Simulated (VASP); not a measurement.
The system is TaS2.

```
CELL_PARAMETERS angstrom
3.35000 0.00000 0.00000
-1.67500 2.90119 0.00000
0.00000 0.00000 5.86000
ATOMIC_POSITIONS crystal
Ta 0.00000 0.00000 0.00000
S 0.33333 0.66667 0.25000
S 0.66667 0.33333 0.75000
```

Base run:

```yaml
Program: VASP 6.6.1
Functional: PBEsol
Potentials_or_basis: VASP PAW PBE potentials, release 64 (Ta_pv, S)
Cutoff: 520 eV
k_mesh: 7 × 7 × 3
Occupations: gaussian, width 0.05 eV
Spin: collinear spin, ferromagnetic start
Starting_moments: "[0.5, 0.0, 0.0] μB"
Hubbard_terms: Ta d U = 5 eV
```

Its results: pressure 10.4 GPa; site moments Ta +0.13; S -0.01 μB; largest force 1.492 eV/Å.

Question: After a change of settings the same cell gave: pressure 18.1 GPa; site moments Ta +1.26; S +0.38 μB; largest force 2.477 eV/Å. Which change was it?
A. further incar settings from ALGO = Fast; EDIFF = 1e-06 to ALGO = Fast; EDIFF = 1e-07
B. further incar settings from ALGO = Fast; EDIFF = 1e-06 to ALGO = Fast; EDIFF = 1e-07; NBANDS = 22; fixed moment from none to 3 μB
C. hubbard terms from Ta d U = 5 eV to Ta d U = 8 eV
D. hubbard terms from Ta d U = 5 eV to Ta d U = 8 eV; further incar settings from ALGO = Fast; EDIFF = 1e-06 to ALGO = Normal; EDIFF = 1e-06

Answer: B.

Caveats: the PAW data sets were made with another functional, which shifts forces and pressure a little; this functional lacks dispersion, which binds the layers, so the pressure and a relaxed spacing across them are unreliable; the moment is held away from its start (some runs); the total moment is fixed, so each spin has its own Fermi level (some runs).
